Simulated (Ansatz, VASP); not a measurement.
One calculation of Li, two programs

```
Li
1.0
     5.90712    0.00000    0.00000
    -2.95356    5.11572    0.00000
     0.00000    0.00000   21.82314
Li
12
Direct
  0.33333 0.16667 0.38949
  0.33333 0.66667 0.38949
  0.83333 0.16667 0.38949
  0.83333 0.66667 0.38949
  0.66667 0.33333 0.49603
  0.66667 0.83333 0.49603
  0.16667 0.33333 0.49603
  0.16667 0.83333 0.49603
  0.00000 0.50000 0.60171
  0.00000 0.00000 0.60171
  0.50000 0.50000 0.60171
  0.50000 0.00000 0.60171
```

Alike in both runs: functional PBE; dispersion D3(BJ); k mesh 6 × 6 × 1; occupations gaussian, width 0.1 eV; no spin polarisation.

Ansatz relaxed the structure, and its values are those at the end. VASP's run is a single point on that final structure, the one shown.

|  | VASP | Ansatz |
| --- | --- | --- |
| version | VASP 6.6.1 | Ansatz 0.2.0 |
| potentials or method | VASP PAW PBE potentials, release 64 (Li_sv) | scalar-relativistic, plane waves, PAW |
| plane-wave cutoff (eV) | 520 | 420 |
| valence electrons in the cell | 36 | 36 |

```csv
,VASP,Ansatz,Ansatz less VASP
gap on the k mesh at the Fermi level (eV),none,none,-
rms of the force components (eV/Å),0.008,0.007,-0.0003
"work function, face that differs most (eV)",3.41,3.41,-0.001
```

A gap of «none» marks a metal or a gap that the smearing closes.
